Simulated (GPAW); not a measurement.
Runs of GPAW 26.7.0 on AlN. The structure is cubic, space group F-43m (No. 216). The conventional cell has a = 4.368 Å, b = 4.368 Å, c = 4.368 Å, α = 90.00°, β = 90.00°, γ = 90.00°. Around Al (site symmetry -43m) lie 4 N at 1.89 Å. N (site symmetry -43m) has 4 Al at 1.89 Å as nearest neighbours. Measurements of this composition are mostly on another form, of space group No. 186.

```tsv
task	level	potentials or basis	cell	k mesh	cutoff (eV)	maxiter	ranks	band path	band points	eigensolver	gap on the mesh (eV)	pressure (GPa)	V0 of scaled cells (Å³/atom)	B0 (GPa)
single point	PBE0	GPAW PAW data sets (gpaw-data 1.2.1), pw	as given	8 × 8 × 8	600	60	8	-	-	-	5.26	-	-	-
equation of state	BP86+D3	PAW data sets generated in the run's folder for this functional, pw	as given	10 × 10 × 10	800	150	-	-	-	-	-	-	(c)	209
band structure	PBEsol	PAW data sets generated in the run's folder for this functional, pw	as given	10 × 10 × 10	800	150	-	GXWKGLUWLK,UX	60	-	3.18	2.2	-	-
equation of state	optPBE-vdW	GPAW PAW data sets (gpaw-data 1.2.1), pw	as given	10 × 10 × 10	800	150	-	-	-	-	-	-	10.84	(b)
band structure	vdW-DF-cx	GPAW PAW data sets (gpaw-data 1.2.1), pw	as given	10 × 10 × 10	800	150	-	GXWKGLUWLK,UX	60	-	3.29	-	-	-
band structure	revTPSS	GPAW PAW data sets (gpaw-data 1.2.1), pw	as given	10 × 10 × 10	800	150	-	GXWKGLUWLK,UX	80	davidson	(a)	4.2	-	-
single point	PBEsol	PAW data sets generated in the run's folder for this functional, pw	atoms moved at random, drawn with an rms of 0.05 Å	10 × 10 × 10	800	150	-	-	-	-	3.02	2.6	-	-
```

Alike in all rows: no spin polarisation; smearing fermi-dirac 0.05 eV.

Fill in the values left out.

(a) 3.19; (b) 190; (c) 10.48.

Caveats: the PAW data sets were made with another functional, which shifts forces and pressure a little (some runs).

A k mesh can miss the band edges.

Runs at the PBE level aren't shown here.
